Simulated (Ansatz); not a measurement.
**Kick test of a cell of PtS2**

The structure comes from a generated guess, relaxed at this level; another structure or a mixture of phases may lie lower.

All numbers below come from DFT PBE+D3(BJ), scalar-relativistic, plane waves, PAW (Ansatz). Cutoff 420 eV; k points 9×9×9 on the computed 3-atom cell (Γ-centred); Gaussian smearing, width 0.02 eV; no spin polarisation.

The cell below (3 atoms, space group R-3m (No. 166)) is relaxed within its symmetry.

```yaml
crystal:
  lattice:
    - [1.77177, 1.02293, 5.33620]
    - [-1.77177, 1.02293, 5.33620]
    - [0.00000, -2.04586, 5.33620]
  atoms:
    - { symbol: Pt, position: [0.00000, 0.00000, 0.00000] }
    - { symbol: S, position: [0.74385, 0.74385, 0.74385] }
    - { symbol: S, position: [0.25615, 0.25615, 0.25615] }
```

For the test a repeat of it with 6 atoms (edges 3.54, 5.71, 6.14 Å) was strained at random (σ = 1.5 % a component), the atoms were moved at random (σ = 0.15 Å), and all was relaxed again on a coarse 4×4×2 mesh (in the run’s order of axes) with 0.10 eV smearing, with no symmetry imposed.

Spin–orbit coupling, which can matter for Pt, is left out.

**Question.** What happens?

**Answer.** It returns, within 1 meV/atom of the unmoved cell on that mesh and with the same symmetry when read at 0.1 Å (C2/m at 0.01 Å, so small strains and shifts remain). So it is stable against the distortions that fit this cell and that this random move excites. Modes that don't fit the cell aren't tested.
